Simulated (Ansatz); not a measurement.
**AlN in Ansatz: the effect of dispersion**

The system is AlN.

```
Al N
1.0
     0.00000    2.03452    2.03452
     2.03452    0.00000    2.03452
     2.03452    2.03452    0.00000
Al N
1 1
Direct
  0.50000 0.50000 0.50000
  0.00000 0.00000 0.00000
```

Measurements of this composition are mostly on another form, of space group No. 186.

Alike in all runs:

```yaml
Program: Ansatz 0.2.0
Task: relaxation of cell and atoms
Functional: revPBE
Potentials_or_basis: Ansatz PAW
Cutoff: "420 eV (not typed: the program's choice for these potentials)"
k_mesh: 11 × 11 × 11
Occupations: fermi-dirac, width 0.05 eV
Spin: no spin polarisation
```

Each run relaxes the cell or the atoms first.

```tsv
dispersion	gap on the mesh (eV)	relaxed volume (Å³/atom)
none	?	?
D3(BJ)	5.03	8.12
D4	5.07	8.09
```

**Question.** What does the run with dispersion none give?

**Answer.** gap on the mesh 4.53 eV; relaxed volume 8.55 Å³/atom.

Caveats: odd divisions of the mesh miss points on the zone boundary, where band edges often lie, so the gap on the mesh can be too wide; the plane-wave basis is chosen anew once the cell has moved, so the energies of steps on either side of that aren't comparable; the PAW data sets come from PBE, with cores solved anew for the run's functional, which leaves a small shift of forces and pressure.

A k mesh can miss the band edges.
